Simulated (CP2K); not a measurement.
Cu, 2 atoms in the cell. It takes space group Cmcm (No. 63, orthorhombic). The conventional cell has a = 2.437 Å, b = 7.953 Å, c = 2.475 Å, α = 90.00°, β = 90.00°, γ = 90.00°. Around Cu (site symmetry m2m) lie 10 Cu at 2.44 to 2.54 Å. This isn't the form of Cu at room conditions, which is fcc.

| Property | Result |
| --- | --- |
| Program | CP2K 2026.2 |
| Task | single point |
| Functional | PBE |
| Potentials or basis | POTENTIAL_UZH Cu GTH-PBE-q11; TZVP-MOLOPT-PBE-GTH basis |
| Density cutoff | 6123 eV |
| k mesh | 11 × 11 × 11 |
| Occupations | fermi-dirac, width 0.05 eV |
| Spin | no spin polarisation |
| SCF solver | diagonalisation with k points |
| Quickstep method | GPW |
| EPS_DEFAULT | 1.0E-10 |
| EPS_SCF | 1.0E-6 |
| MAX_SCF | 100 |
| SCF_GUESS | ATOMIC |
| k points reduced by the point group | yes |
| Mesh centred on Gamma | yes |
| CHOLESKY | OFF |
| EPS_EIGVAL | 1.0E-7 |
| MIXING METHOD | BROYDEN_MIXING |
| MIXING ALPHA | 0.4 |
| NBUFFER | 8 |
| NGRIDS | 4 |
| Basis sets | Cu TZVP-MOLOPT-PBE-GTH-q11 |
| Potentials | Cu GTH-PBE-q11 of POTENTIAL_UZH |
| ADDED_MOS | [16] |
| REL_CUTOFF (Ry) | 60 Ry |
| MIXING BETA (1/bohr) | 1.5 1/bohr |
| CUTOFF of the grids | 450 Ry |

Potentials or basis: POTENTIAL_UZH Cu GTH-PBE-q11; TZVP-MOLOPT-PBE-GTH basis.

Launch:

```console
$ OMP_NUM_THREADS=1 cp2k.psmp -i cu_scf.inp -o cu_scf.out
```

Hardware: 1 thread of Intel(R) Xeon(R) Platinum 8559C (Emerald Rapids), with other jobs on the host.

Question: Estimate the wall time of this run.

Answer: Wall time 9.3 min on 1 thread of Intel(R) Xeon(R) Platinum 8559C (Emerald Rapids), on a shared host, peak memory 0.64 GiB. Counts: scf iterations 13, k points 216, basis 68, bands 27, force evaluations 1.
